# How hard does squeezed SnTe push back? An estimate by hand

## The spring and its failure

The simplest guess treats a crystal as a spring: twice the change of volume, twice the pressure. Squeezing and stretching by equal amounts should then give pressures of equal size and opposite sign. The table below puts this to the test for tin telluride in the rocksalt structure, computed with density-functional theory at seven volumes. A positive pressure means that the cell pushes outward, a negative one that it is under tension and pulls inward.

Rocksalt SnTe at seven fixed volumes, computed with GPAW 26.7.0 using the PBEsol functional, PAW data sets, a 600 eV plane-wave cutoff, a 7 × 7 × 7 k-point mesh and Fermi–Dirac smearing of 0.05 eV, without spin–orbit coupling or a dispersion correction. The shortest distance is between Sn and Te; pressure is positive in compression.

| volume (Å³/atom) | shortest distance (Å) | pressure (GPa) |
| --- | --- | --- |
| 27.676 | 3.025 | 6.560 |
| 29.442 | 3.088 | 2.430 |
| 30.352 | 3.119 | 0.780 |
| 31.281 | 3.151 | -0.650 |
| 32.229 | 3.182 | -1.890 |
| 33.196 | 3.214 | -2.950 |
| 35.187 | 3.277 | -4.650 |

The pressure passes through zero near 30.9 Å³ per atom. Going from there to the smallest volume takes away 3.2 Å³ and builds up 6.56 GPa. Going to the largest volume adds 4.3 Å³, a bigger change, yet the tension reaches only 4.65 GPa. The crystal resists squeezing more strongly than stretching, and a useful rule has to contain this asymmetry.

## Stiffness is not a constant

The right quantity to watch is the stiffness B, the bulk modulus: the rise in pressure divided by the fractional loss of volume that causes it. For a spring-like crystal with small changes of volume, B would stay nearly the same from row to row. Taken between neighbouring rows, it falls from 67 GPa in the most compressed step to 47 GPa around zero pressure and 29 GPa in the most stretched step. Over the range of the table the crystal loses more than half of its stiffness.

This loss follows the pressure closely. From the first step to the last, each GPa of added pressure brings about 4.5 GPa of added stiffness. The slope of the total energy with volume, a separate result of the same calculations, gives nearly the same pressures. The bend is therefore not an error in how the pressure was evaluated.

## Where the push and the pull come from

When the cell shrinks, its electrons are confined to less space. Confinement forces their wavefunctions to vary more rapidly, and rapid variation means high kinetic energy. The Pauli principle adds to this: filled shells of neighbouring atoms that begin to overlap must stay orthogonal to each other, which puts further ripples into the wavefunctions. Kinetic energy therefore pushes the cell outward.

The other parts of the energy, taken together, act the opposite way. In a smaller cell the electrons are on average closer to the nuclei. This attraction lowers the electrostatic energy by more than the repulsions among electrons and among nuclei raise it. Exchange and correlation, the energy gained because electrons avoid one another, also favours the denser cell here. Together these terms pull the cell inward.

The calculation, which keeps the inner electrons of the atoms frozen, shows how large the two sides are. Between the row at 31.281 Å³ and the most compressed one, the kinetic energy rises by 10.92 eV per cell of two atoms, while the other terms fall by 10.81 eV. Between the same row and the most stretched one, the kinetic energy falls by 7.85 eV and the others rise by 7.99 eV. Push wins on one side and pull on the other, each time by only one to two parts in a hundred. If the inner electrons could respond as well, both sizes would be expected to change, but the near-cancellation would remain.

Pressure is thus the small remainder of two large, opposed tendencies. This is why it would be hopeless to estimate it by guessing each part separately. An error of a few per cent in either part would swamp the answer. A hand rule must start from the balance itself, that is, from the volume at which push and pull cancel.

## Why the crystal stiffens

Both tendencies are steeper when the atoms are close. The compressed side of the table spans slightly less volume than the stretched side, yet the kinetic energy and the other terms both change more there. What matters for the stiffness is how quickly the push outgrows the pull as the volume shrinks.

Theory gives the reason for the bend. It is best told in terms of the net repulsion and attraction between whole atoms, which are not the same as the two energy totals above. The outer parts of atomic wavefunctions fade roughly exponentially with distance, so the overlap of filled shells grows by a larger amount with each further shortening of the contact. The repulsion that comes from this overlap grows in the same manner. Attraction between atoms also strengthens at short distance, but more gently. Each additional bit of squeezing therefore meets more resistance than the one before.

Stretching runs the argument backwards. Repulsion fades quickly and leaves attraction in charge, but attraction weakens with distance too. Each further step outward therefore adds less tension than the last.

One sign of the changing overlap can be seen in the electron bands. A deep band, which by its position comes mainly from the 5s electrons of tellurium, rises by about 1.8 eV from the point Γ to the point X of the band structure at 29.442 Å³. At 33.196 Å³ the rise is about 1.4 eV. A band narrows when the orbitals on neighbouring sites overlap less. This supports the picture of fading overlap, though it does not measure the repulsion.

The same reasoning offers a guess for a related crystal with filled shells: expect more pressure from squeezing than tension from an equal stretch. The balance volume and the stiffness there must be found anew for each material. This table, with one compound, cannot test that guess.

## A simpler system: gas in a closed cylinder

A dilute gas in a cylinder, kept at constant temperature, also becomes stiffer when squeezed. As long as it behaves ideally, its pressure is inversely proportional to its volume, and from this it follows that its stiffness equals its pressure. Each unit of added pressure brings one unit of stiffness.

The crystal differs in two ways. It has a stiffness of its own at zero pressure, and it gains about four and a half times as much stiffness per unit of pressure as the gas. The analogy ends there. A gas pushes because its molecules move, has no volume at which it rests and cannot pull its walls inward.

## From stiffness to a hand rule

Let V be the volume per atom, P the pressure, V₀ the volume at zero pressure and B₀ the stiffness there. Suppose that the stiffness grows in proportion to pressure, with n GPa gained for each GPa:

B = −V · dP/dV = B₀ + n·P

Separating P and V and integrating from V₀, where P is zero, gives Murnaghan's equation:

P = (B₀/n) · [(V₀/V)ⁿ − 1]

For many solids n lies roughly between 4 and 5. The choice n = 4 suits work by hand, because a fourth power needs only two squarings:

**P ≈ (B₀/4) · [(V₀/V)⁴ − 1]**

Two constants remain. They can be taken from the two rows on either side of zero pressure, which have 0.78 and −0.65 GPa. The pressure drops by 1.43 GPa between them, while the volume grows by 0.929 Å³.

- **Balance volume:** V₀ = 30.352 + 0.929 × 0.78/1.43 ≈ 30.86 Å³ per atom.
- **Stiffness:** the mean volume of the two rows is 30.82 Å³, so B₀ = 1.43 × 30.82/0.929 ≈ 47.4 GPa.

The factor in front of the bracket is then B₀/4 ≈ 11.86 GPa.

## Two rows worked out

Take the most compressed row, which had no part in setting the constants.

1. Divide the volumes: 30.86/27.676 = 1.115.
2. Square once to get 1.243, and again to get 1.546.
3. Subtract one and multiply: 11.86 × 0.546 ≈ 6.5 GPa.

The table has 6.56 GPa, so the estimate is about 1% too low. The spring, with the same V₀ and B₀, would give only 4.9 GPa.

The most stretched row was not used for the constants either. The ratio 30.86/35.187 is 0.877, and its fourth power is 0.59. The rule then gives 11.86 × (0.59 − 1) ≈ −4.9 GPa, or −4.84 GPa if more digits are carried. The computed value is −4.65 GPa, so the rule overstates the tension by about 4%.

## How far to trust it

Among the five rows that did not supply the constants, the stretched end is the worst, with a miss of 0.19 GPa. The spring misses the same row by 2.0 GPa, about ten times as much. Near zero pressure a percentage is a poor measure, since a harmless miss of 0.03 GPa is already 4% of 0.78 GPa. There the error is better judged in GPa.

The rule lies too low at both ends because 4 is slightly too small an exponent for this crystal. Fitting Murnaghan's form to all seven rows by least squares, with the exponent left free, gives about 4.6 and follows the rows to about 0.01 GPa. That is a description of known points rather than a prediction. Rounding the exponent up to 5 does not help by hand: with V₀ and B₀ unchanged, the largest miss grows to 0.30 GPa.

For practical use, V₀ deserves the most care. An error of 1% in V₀ shifts the pressure near balance by 1% of B₀, or about 0.5 GPa. This is more than the worst miss of the rule itself. The value found here belongs to one density functional and to nuclei at rest, without spin-orbit coupling or thermal expansion. A real sample at working temperature will have a somewhat different V₀.

## Where the rule must fail

On the stretched side the form of the equation sets a limit. As V becomes very large, the fourth power vanishes and the rule settles at a tension of 11.9 GPa. Atoms that are far apart do not pull on each other, so the true tension must reach a maximum and then return to zero. The table stops before that maximum, and a better exponent would not cure the fault.

On the compressed side the crystal itself may change. SnTe is known to take up an orthorhombic structure at pressures of several GPa, whereas these cells were kept cubic. The row at 6.56 GPa may thus describe a structure that a real sample would already have left. Stretching carries a similar risk: SnTe can distort to a rhombohedral form at low temperature, expansion favours this, and the calculations did not allow it. Within the cubic structure, the rule has been tested between 27.7 and 35.2 Å³ per atom, and outside these volumes it is an extrapolation.
